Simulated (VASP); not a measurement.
Crystal: Sb.

```
Sb
1.0
     0.00000    2.37124    2.37124
     2.37124    0.00000    2.37124
     2.37124    2.37124    0.00000
Sb
1
Direct
  0.00000 0.00000 0.00000
```

This isn't the form of Sb at room conditions, which is rhombohedral.

Base run:

```yaml
Program: VASP 6.6.1
Functional: r2SCAN
Potentials_or_basis: VASP PAW PBE potentials, release 64 (Sb)
Cutoff: 900 eV
k_mesh: 8 × 8 × 8
Occupations: gaussian, width 0.02 eV
Spin: no spin polarisation
```

Its results: band gap on the k mesh none (metal or under the smearing width); pressure 2.0 GPa.

Question: The run is repeated on the same cell with these changes: k mesh from 8 × 8 × 8 to 17 × 17 × 17; occupations from gaussian, width 0.02 eV to methfessel-paxton, width 0.1 eV. What comes out?

Answer: Band gap on the k mesh none (metal or under the smearing width); pressure 1.3 GPa.

Caveats: the PAW data sets were made with another functional, which shifts forces and pressure a little.
